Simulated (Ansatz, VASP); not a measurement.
BN: VASP beside Ansatz

```xyz
2
Lattice="2.5088 0.0014 0.0000 1.2531 2.1734 0.0000 0.0000 0.0000 26.0000" Properties=species:S:1:pos:R:3 pbc="T T T"
B     1.8809    1.0874   13.0000
N     3.1348    1.8123   13.0000
```

Alike in both runs: task single point; functional r2SCAN; k mesh 10 × 10 × 1; occupations gaussian, width 0.02 eV; no spin polarisation.

|  | VASP | Ansatz |
| --- | --- | --- |
| version | VASP 6.6.1 | Ansatz 0.2.0 |
| potentials or method | VASP PAW PBE potentials, release 64 (B, N) | scalar-relativistic, plane waves, PAW |
| plane-wave cutoff (eV) | 520 | 500 |
| valence electrons in the cell | 8 | 8 |

VASP gave:

| Quantity | Value |
| --- | --- |
| gap on the k mesh at the Fermi level (eV) | 5.45 |
| least direct gap on the mesh (eV) | 5.73 |

**Question.** What did Ansatz give for the same quantities?

**Answer.** gap on the k mesh at the Fermi level (eV): 5.46; least direct gap on the mesh (eV): 5.67.

Ansatz warned: «near_symmetry_operations_not_taken».
